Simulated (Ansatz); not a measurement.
Input, command and steps of an Ansatz relaxation.

```yaml
crystal:
  lattice:
    - [7.4620778879, 7.4620778879, 7.4620778879]
    - [-7.4620778879, 7.4620778879, -7.4620778879]
    - [-7.4620778879, -7.4620778879, 7.4620778879]
  atoms:
    - { symbol: S, position: [0.75, 0.0, 0.0], spin: 0.091 }
    - { symbol: K, position: [0.75, 0.7455104554, 0.2477766847] }
    - { symbol: K, position: [-0.0022233153, 0.7455104554, 0.0] }
    - { symbol: K, position: [0.75, 0.5, 0.5] }
    - { symbol: K, position: [0.0044895446, 0.5022662292, 0.2544895446] }
    - { symbol: K, position: [0.25, 0.5, 0.0] }
    - { symbol: K, position: [0.75, 0.2477766847, 0.7455104554] }
    - { symbol: K, position: [0.0044895446, 0.2544895446, 0.5022662292] }
    - { symbol: K, position: [0.2522662292, 0.2544895446, 0.2544895446] }
    - { symbol: K, position: [0.4955104554, 0.2477766847, 0.0] }
    - { symbol: K, position: [-0.0022233153, 0.0, 0.7455104554] }
    - { symbol: K, position: [0.25, 0.0, 0.5] }
    - { symbol: K, position: [0.4955104554, 0.0, 0.2477766847] }
    - { symbol: K, position: [0.2477337708, 0.7522233153, 0.7522233153] }
    - { symbol: K, position: [0.5022233153, 0.7522233153, 0.4977337708] }
    - { symbol: K, position: [0.5022233153, 0.4977337708, 0.7522233153] }
    - { symbol: K, position: [0.2498070763, 0.0, 0.0] }
    - { symbol: K, position: [0.25, 0.75, 0.25] }
    - { symbol: K, position: [0.5064376922, 0.7564376922, 0.0], spin: 0.091 }
    - { symbol: K, position: [0.2501929237, 0.5001929237, 0.5001929237] }
    - { symbol: K, position: [0.5, 0.5, 0.25] }
    - { symbol: K, position: [0.75, 0.4998070763, 0.0] }
    - { symbol: K, position: [0.25, 0.25, 0.75] }
    - { symbol: K, position: [0.5, 0.25, 0.5] }
    - { symbol: K, position: [0.75, 0.2435623078, 0.2435623078], spin: 0.091 }
    - { symbol: K, position: [-0.0064376922, 0.2435623078, 0.0], spin: 0.091 }
    - { symbol: K, position: [0.5064376922, 0.0, 0.7564376922], spin: 0.091 }
    - { symbol: K, position: [0.75, 0.0, 0.4998070763] }
    - { symbol: K, position: [-0.0064376922, 0.0, 0.2435623078], spin: 0.091 }
    - { symbol: K, position: [0.75, 0.7564376922, 0.7564376922], spin: 0.091 }
    - { symbol: K, position: [0.0, 0.75, 0.5] }
    - { symbol: K, position: [0.0, 0.5, 0.75] }
    - { symbol: S, position: [0.4981017452, 0.248230926, 0.248230926] }
    - { symbol: S, position: [0.501769074, 0.0, 0.4998708192] }
    - { symbol: S, position: [0.75, 0.0, 0.2373062299], spin: 0.091 }
    - { symbol: S, position: [0.5126937701, 0.7626937701, 0.7626937701], spin: 0.091 }
    - { symbol: S, position: [0.75, 0.751769074, 0.4998708192] }
    - { symbol: S, position: [-0.001769074, 0.7481017452, 0.248230926] }
    - { symbol: S, position: [0.501769074, 0.4998708192, 0.0] }
    - { symbol: S, position: [0.75, 0.4998708192, 0.751769074] }
    - { symbol: S, position: [0.0018982548, 0.5001291808, 0.5001291808] }
    - { symbol: S, position: [0.2501291808, 0.5001291808, 0.2518982548] }
    - { symbol: S, position: [0.75, 0.2373062299, 0.0], spin: 0.091 }
    - { symbol: S, position: [-0.001769074, 0.248230926, 0.7481017452] }
    - { symbol: S, position: [0.2501291808, 0.2518982548, 0.5001291808] }
    - { symbol: S, position: [-0.0126937701, 0.0, 0.0], spin: 0.091 }
    - { symbol: S, position: [0.2498708192, 0.0, 0.751769074] }
    - { symbol: S, position: [0.2498708192, 0.751769074, 0.0] }
  host:
    lattice:
      - [0.0, 3.731038944, 3.731038944]
      - [3.731038944, 0.0, 3.731038944]
      - [3.731038944, 3.731038944, 0.0]
    atoms:
      - { symbol: K, position: [0.75, 0.75, 0.75] }
      - { symbol: K, position: [0.25, 0.25, 0.25] }
      - { symbol: S, position: [0.0, 0.0, 0.0] }
total_charge: 2
basis:
  ecutwfc: 420
  xc_grid: 2
kpoints:
  mp_grid: { grid: [2, 2, 2], shift: [0.5, 0.5, 0.5] }
hamiltonian:
  xc: pbe
scf:
  occupations: { method: gaussian, width: 0.01 }
output:
  forces: true
  stress: false
  eigenvalues: true
  populations: true
  charged_corrections:
    defect_position: [0.75, 0.0, 0.0]
    epsilon: [[6.3831, 0.0, 0.0], [0.0, 6.3831, 0.0], [0.0, 0.0, 6.3831]]
magnetization:
  spin_polarized: true
relax:
  adjacent_minimum: "off"
  f_tol: 0.025
  max_steps: 45
```

```bash
ansatz run input.yaml --threads 4 --pin off --max-ram 6144MiB --backend cpu --events-out ev --progress --plain --runs-dir out
```

Computed with DFT PBE, scalar-relativistic, plane waves, PAW in Ansatz.

The cell holds a point defect: S on a K site (c), charge +2.

Of 8 frames 4 are shown, positions in Å and forces in eV/Å; the SCF threshold varies from step to step. The mark taken_back stands on steps that the optimiser undid.

```xyz
48
Lattice="7.4621 7.4621 7.4621 -7.4621 7.4621 -7.4621 -7.4621 -7.4621 7.4621" Properties=species:S:1:pos:R:3:forces:R:3 pbc="T T T" step=1 free_energy_over_end_meV_per_atom=12.17
S     5.5966    5.5966    5.5966    0.0000    0.0000    0.0000
K    -1.8154    9.3107    1.8824    0.0149   -0.0156    0.0156
K    -5.5796    5.5465   -5.5796    0.0156   -0.0149    0.0156
K    -1.8655    5.5966    5.5966    0.0000    0.0000    0.0000
K    -5.6135    1.8824   -1.8154   -0.0156    0.0156    0.0149
K    -1.8655    5.5966   -1.8655    0.0000    0.0000    0.0000
K    -1.8154    1.8824    9.3107    0.0149    0.0156   -0.0156
K    -5.6135   -1.8154    1.8824   -0.0156    0.0149    0.0156
K    -1.9156    1.8824    1.8824   -0.0149    0.0156    0.0156
K     1.8486    5.5465    1.8486   -0.0156   -0.0149   -0.0156
K    -5.5796   -5.5796    5.5465    0.0156    0.0156   -0.0149
K    -1.8655   -1.8655    5.5966    0.0000    0.0000    0.0000
K     1.8486    1.8486    5.5465   -0.0156   -0.0156   -0.0149
K    -9.3777    1.8486    1.8486   -0.0149   -0.0156   -0.0156
K    -5.5796    5.6467    1.8486    0.0156    0.0149   -0.0156
K    -5.5796    1.8486    5.6467    0.0156   -0.0156    0.0149
K     1.8641    1.8641    1.8641    0.0136    0.0136    0.0136
K    -5.5966    5.5966   -1.8655    0.0000    0.0000    0.0000
K    -1.8655    9.4237   -1.8655    0.0000   -0.0711    0.0000
K    -5.5980    1.8670    1.8670    0.0136   -0.0136   -0.0136
K    -1.8655    5.5966    1.8655    0.0000    0.0000    0.0000
K     1.8670    9.3262    1.8670   -0.0136    0.0136   -0.0136
K    -5.5966   -1.8655    5.5966    0.0000    0.0000    0.0000
K    -1.8655    1.8655    5.5966    0.0000    0.0000    0.0000
K     1.9616    5.5966    5.5966   -0.0711    0.0000    0.0000
K    -1.8655    1.7694   -1.8655    0.0000    0.0711    0.0000
K    -1.8655   -1.8655    9.4237    0.0000    0.0000   -0.0711
K     1.8670    1.8670    9.3262   -0.0136   -0.0136    0.0136
K    -1.8655   -1.8655    1.7694    0.0000    0.0000    0.0711
K    -5.6926    5.5966    5.5966    0.0711    0.0000    0.0000
K    -9.3276    1.8655   -1.8655    0.0000    0.0000    0.0000
K    -9.3276   -1.8655    1.8655    0.0000    0.0000    0.0000
S     0.0122    3.7169    3.7169    0.0136   -0.0049   -0.0049
S     0.0142    0.0142    7.4743    0.0049    0.0049    0.0136
S     3.8258    3.8258    7.3674    0.1446    0.1446   -0.1446
S    -7.5568    3.8258    3.8258   -0.1446    0.1446    0.1446
S    -3.7433    7.4762    3.7169   -0.0136    0.0049   -0.0049
S    -7.4479    3.7169   -3.7433    0.0049   -0.0049   -0.0136
S     0.0142    7.4743    0.0142    0.0049    0.0136    0.0049
S    -3.7433    3.7169    7.4762   -0.0136   -0.0049    0.0049
S    -7.4498    0.0142    0.0142    0.0136    0.0049    0.0049
S    -3.7452    3.7188    0.0142   -0.0049   -0.0136    0.0049
S     3.8258    7.3674    3.8258    0.1446   -0.1446    0.1446
S    -7.4479   -3.7433    3.7169    0.0049   -0.0136   -0.0049
S    -3.7452    0.0142    3.7188   -0.0049    0.0049   -0.0136
S    -0.0947   -0.0947   -0.0947   -0.1446   -0.1446   -0.1446
S    -3.7452   -3.7452    7.4743   -0.0049   -0.0049    0.0136
S    -3.7452    7.4743   -3.7452   -0.0049    0.0136   -0.0049
48
Lattice="7.4621 7.4621 7.4621 -7.4621 7.4621 -7.4621 -7.4621 -7.4621 7.4621" Properties=species:S:1:pos:R:3:forces:R:3 pbc="T T T" step=3 free_energy_over_end_meV_per_atom=3.46
S     5.5966    5.5966    5.5966    0.0000    0.0000    0.0000
K    -1.7943    9.3092    1.8840    0.0428   -0.0033    0.0033
K    -5.5781    5.5253   -5.5781    0.0033   -0.0428    0.0033
K    -1.8655    5.5966    5.5966    0.0000    0.0000    0.0000
K    -5.6150    1.8840   -1.7943   -0.0033    0.0033    0.0428
K    -1.8655    5.5966   -1.8655    0.0000    0.0000    0.0000
K    -1.7943    1.8840    9.3092    0.0428    0.0033   -0.0033
K    -5.6150   -1.7943    1.8840   -0.0033    0.0428    0.0033
K    -1.9368    1.8840    1.8840   -0.0428    0.0033    0.0033
K     1.8471    5.5253    1.8471   -0.0033   -0.0428   -0.0033
K    -5.5781   -5.5781    5.5253    0.0033    0.0033   -0.0428
K    -1.8655   -1.8655    5.5966    0.0000    0.0000    0.0000
K     1.8471    1.8471    5.5253   -0.0033   -0.0033   -0.0428
K    -9.3989    1.8471    1.8471   -0.0428   -0.0033   -0.0033
K    -5.5781    5.6678    1.8471    0.0033    0.0428   -0.0033
K    -5.5781    1.8471    5.6678    0.0033   -0.0033    0.0428
K     1.8387    1.8387    1.8387    0.0483    0.0483    0.0483
K    -5.5966    5.5966   -1.8655    0.0000    0.0000    0.0000
K    -1.8655    9.3230   -1.8655    0.0000   -0.0407    0.0000
K    -5.6234    1.8923    1.8923    0.0483   -0.0483   -0.0483
K    -1.8655    5.5966    1.8655    0.0000    0.0000    0.0000
K     1.8923    9.3008    1.8923   -0.0483    0.0483   -0.0483
K    -5.5966   -1.8655    5.5966    0.0000    0.0000    0.0000
K    -1.8655    1.8655    5.5966    0.0000    0.0000    0.0000
K     1.8609    5.5966    5.5966   -0.0407    0.0000    0.0000
K    -1.8655    1.8701   -1.8655    0.0000    0.0407    0.0000
K    -1.8655   -1.8655    9.3230    0.0000    0.0000   -0.0407
K     1.8923    1.8923    9.3008   -0.0483   -0.0483    0.0483
K    -1.8655   -1.8655    1.8701    0.0000    0.0000    0.0407
K    -5.5920    5.5966    5.5966    0.0407    0.0000    0.0000
K    -9.3276    1.8655   -1.8655    0.0000    0.0000    0.0000
K    -9.3276   -1.8655    1.8655    0.0000    0.0000    0.0000
S     0.0132    3.7018    3.7018   -0.0077   -0.0065   -0.0065
S     0.0292    0.0292    7.4753    0.0065    0.0065   -0.0077
S     3.9841    3.9841    7.2090    0.1939    0.1939   -0.1939
S    -7.7152    3.9841    3.9841   -0.1939    0.1939    0.1939
S    -3.7443    7.4913    3.7018    0.0077    0.0065   -0.0065
S    -7.4329    3.7018   -3.7443    0.0065   -0.0065    0.0077
S     0.0292    7.4753    0.0292    0.0065   -0.0077    0.0065
S    -3.7443    3.7018    7.4913    0.0077   -0.0065    0.0065
S    -7.4488    0.0292    0.0292   -0.0077    0.0065    0.0065
S    -3.7603    3.7178    0.0292   -0.0065    0.0077    0.0065
S     3.9841    7.2090    3.9841    0.1939   -0.1939    0.1939
S    -7.4329   -3.7443    3.7018    0.0065    0.0077   -0.0065
S    -3.7603    0.0292    3.7178   -0.0065    0.0065    0.0077
S    -0.2531   -0.2531   -0.2531   -0.1939   -0.1939   -0.1939
S    -3.7603   -3.7603    7.4753   -0.0065   -0.0065   -0.0077
S    -3.7603    7.4753   -3.7603   -0.0065   -0.0077   -0.0065
48
Lattice="7.4621 7.4621 7.4621 -7.4621 7.4621 -7.4621 -7.4621 -7.4621 7.4621" Properties=species:S:1:pos:R:3:forces:R:3 pbc="T T T" step=6 free_energy_over_end_meV_per_atom=0.29 taken_back
S     5.5966    5.5966    5.5966    0.0000    0.0000    0.0000
K    -1.7710    9.3311    1.8620   -0.0117   -0.0177    0.0177
K    -5.6000    5.5020   -5.6000    0.0177    0.0117    0.0177
K    -1.8655    5.5966    5.5966    0.0000    0.0000    0.0000
K    -5.5931    1.8620   -1.7710   -0.0177    0.0177   -0.0117
K    -1.8655    5.5966   -1.8655    0.0000    0.0000    0.0000
K    -1.7710    1.8620    9.3311   -0.0117    0.0177   -0.0177
K    -5.5931   -1.7710    1.8620   -0.0177   -0.0117    0.0177
K    -1.9600    1.8620    1.8620    0.0117    0.0177    0.0177
K     1.8690    5.5020    1.8690   -0.0177    0.0117   -0.0177
K    -5.6000   -5.6000    5.5020    0.0177    0.0177    0.0117
K    -1.8655   -1.8655    5.5966    0.0000    0.0000    0.0000
K     1.8690    1.8690    5.5020   -0.0177   -0.0177    0.0117
K    -9.4221    1.8690    1.8690    0.0117   -0.0177   -0.0177
K    -5.6000    5.6911    1.8690    0.0177   -0.0117   -0.0177
K    -5.6000    1.8690    5.6911    0.0177   -0.0177   -0.0117
K     1.8553    1.8553    1.8553    0.0183    0.0183    0.0183
K    -5.5966    5.5966   -1.8655    0.0000    0.0000    0.0000
K    -1.8655    9.3070   -1.8655    0.0000   -0.0451    0.0000
K    -5.6068    1.8758    1.8758    0.0183   -0.0183   -0.0183
K    -1.8655    5.5966    1.8655    0.0000    0.0000    0.0000
K     1.8758    9.3173    1.8758   -0.0183    0.0183   -0.0183
K    -5.5966   -1.8655    5.5966    0.0000    0.0000    0.0000
K    -1.8655    1.8655    5.5966    0.0000    0.0000    0.0000
K     1.8450    5.5966    5.5966   -0.0451    0.0000    0.0000
K    -1.8655    1.8861   -1.8655    0.0000    0.0451    0.0000
K    -1.8655   -1.8655    9.3070    0.0000    0.0000   -0.0451
K     1.8758    1.8758    9.3173   -0.0183   -0.0183    0.0183
K    -1.8655   -1.8655    1.8861    0.0000    0.0000    0.0451
K    -5.5760    5.5966    5.5966    0.0451    0.0000    0.0000
K    -9.3276    1.8655   -1.8655    0.0000    0.0000    0.0000
K    -9.3276   -1.8655    1.8655    0.0000    0.0000    0.0000
S     0.0185    3.6969    3.6969   -0.0460   -0.0099   -0.0099
S     0.0341    0.0341    7.4805    0.0099    0.0099   -0.0460
S     4.0961    4.0961    7.0970   -0.0133   -0.0133    0.0133
S    -7.8271    4.0961    4.0961    0.0133   -0.0133   -0.0133
S    -3.7495    7.4962    3.6969    0.0460    0.0099   -0.0099
S    -7.4280    3.6969   -3.7495    0.0099   -0.0099    0.0460
S     0.0341    7.4805    0.0341    0.0099   -0.0460    0.0099
S    -3.7495    3.6969    7.4962    0.0460   -0.0099    0.0099
S    -7.4436    0.0341    0.0341   -0.0460    0.0099    0.0099
S    -3.7652    3.7126    0.0341   -0.0099    0.0460    0.0099
S     4.0961    7.0970    4.0961   -0.0133    0.0133   -0.0133
S    -7.4280   -3.7495    3.6969    0.0099    0.0460   -0.0099
S    -3.7652    0.0341    3.7126   -0.0099    0.0099    0.0460
S    -0.3650   -0.3650   -0.3650    0.0133    0.0133    0.0133
S    -3.7652   -3.7652    7.4805   -0.0099   -0.0099   -0.0460
S    -3.7652    7.4805   -3.7652   -0.0099   -0.0460   -0.0099
48
Lattice="7.4621 7.4621 7.4621 -7.4621 7.4621 -7.4621 -7.4621 -7.4621 7.4621" Properties=species:S:1:pos:R:3:forces:R:3 pbc="T T T" step=8 free_energy_over_end_meV_per_atom=0.00
S     5.5966    5.5966    5.5966    0.0000    0.0000    0.0000
K    -1.7751    9.3198    1.8733   -0.0066   -0.0006    0.0006
K    -5.5888    5.5062   -5.5888    0.0006    0.0066    0.0006
K    -1.8655    5.5966    5.5966    0.0000    0.0000    0.0000
K    -5.6043    1.8733   -1.7751   -0.0006    0.0006   -0.0066
K    -1.8655    5.5966   -1.8655    0.0000    0.0000    0.0000
K    -1.7751    1.8733    9.3198   -0.0066    0.0006   -0.0006
K    -5.6043   -1.7751    1.8733   -0.0006   -0.0066    0.0006
K    -1.9559    1.8733    1.8733    0.0066    0.0006    0.0006
K     1.8577    5.5062    1.8577   -0.0006    0.0066   -0.0006
K    -5.5888   -5.5888    5.5062    0.0006    0.0006    0.0066
K    -1.8655   -1.8655    5.5966    0.0000    0.0000    0.0000
K     1.8577    1.8577    5.5062   -0.0006   -0.0006    0.0066
K    -9.4180    1.8577    1.8577    0.0066   -0.0006   -0.0006
K    -5.5888    5.6870    1.8577    0.0006   -0.0066   -0.0006
K    -5.5888    1.8577    5.6870    0.0006   -0.0006   -0.0066
K     1.8738    1.8738    1.8738    0.0022    0.0022    0.0022
K    -5.5966    5.5966   -1.8655    0.0000    0.0000    0.0000
K    -1.8655    9.2862   -1.8655    0.0000    0.0020    0.0000
K    -5.5883    1.8573    1.8573    0.0022   -0.0022   -0.0022
K    -1.8655    5.5966    1.8655    0.0000    0.0000    0.0000
K     1.8573    9.3358    1.8573   -0.0022    0.0022   -0.0022
K    -5.5966   -1.8655    5.5966    0.0000    0.0000    0.0000
K    -1.8655    1.8655    5.5966    0.0000    0.0000    0.0000
K     1.8242    5.5966    5.5966    0.0020    0.0000    0.0000
K    -1.8655    1.9069   -1.8655    0.0000   -0.0020    0.0000
K    -1.8655   -1.8655    9.2862    0.0000    0.0000    0.0020
K     1.8573    1.8573    9.3358   -0.0022   -0.0022    0.0022
K    -1.8655   -1.8655    1.9069    0.0000    0.0000   -0.0020
K    -5.5552    5.5966    5.5966   -0.0020    0.0000    0.0000
K    -9.3276    1.8655   -1.8655    0.0000    0.0000    0.0000
K    -9.3276   -1.8655    1.8655    0.0000    0.0000    0.0000
S     0.0013    3.6942    3.6942   -0.0043   -0.0003   -0.0003
S     0.0369    0.0369    7.4634    0.0003    0.0003   -0.0043
S     4.0924    4.0924    7.1007   -0.0009   -0.0009    0.0009
S    -7.8234    4.0924    4.0924    0.0009   -0.0009   -0.0009
S    -3.7324    7.4990    3.6942    0.0043    0.0003   -0.0003
S    -7.4252    3.6942   -3.7324    0.0003   -0.0003    0.0043
S     0.0369    7.4634    0.0369    0.0003   -0.0043    0.0003
S    -3.7324    3.6942    7.4990    0.0043   -0.0003    0.0003
S    -7.4607    0.0369    0.0369   -0.0043    0.0003    0.0003
S    -3.7679    3.7297    0.0369   -0.0003    0.0043    0.0003
S     4.0924    7.1007    4.0924   -0.0009    0.0009   -0.0009
S    -7.4252   -3.7324    3.6942    0.0003    0.0043   -0.0003
S    -3.7679    0.0369    3.7297   -0.0003    0.0003    0.0043
S    -0.3614   -0.3614   -0.3614    0.0009    0.0009    0.0009
S    -3.7679   -3.7679    7.4634   -0.0003   -0.0003   -0.0043
S    -3.7679    7.4634   -3.7679   -0.0003   -0.0043   -0.0003
```

The relaxation kept the symmetry at the defect while a level is partly filled, so a distortion that splits the level (Jahn–Teller) was held off and may lie lower. The cell is also small for a charged defect.